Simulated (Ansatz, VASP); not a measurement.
GaN: VASP beside Ansatz

```
Ga N
1.0
     0.00000    2.25350    2.47885
     2.25350    0.00000    2.47885
     2.25350    2.25350    0.00000
Ga N
1 1
Direct
  0.00000 0.00000 0.00000
  0.75000 0.75000 0.75000
```

Change from the starting cell: strain +0.1000 x Voigt [0, 0, 1, 0, 0, 0], atoms carried along.

Alike in both runs: task single point; functional PBE; k mesh 10 × 10 × 10; occupations gaussian, width 0.05 eV; no spin polarisation.

|  | VASP | Ansatz |
| --- | --- | --- |
| version | VASP 6.6.1 | Ansatz 0.2.0 |
| potentials or method | VASP PAW PBE potentials, release 64 (Ga_d, N) | scalar-relativistic, plane waves, PAW |
| plane-wave cutoff (eV) | 520 | 420 |
| valence electrons in the cell | 18 | 18 |

```tsv
	VASP	Ansatz	Ansatz less VASP
gap on the k mesh at the Fermi level (eV)	0.90	0.90	-0.001
least direct gap on the mesh (eV)	0.90	0.90	-0.001
pressure (GPa)	-10.2	-10.4	-0.19
largest component of the traceless stress (GPa)	9.53	9.55	+0.018
```
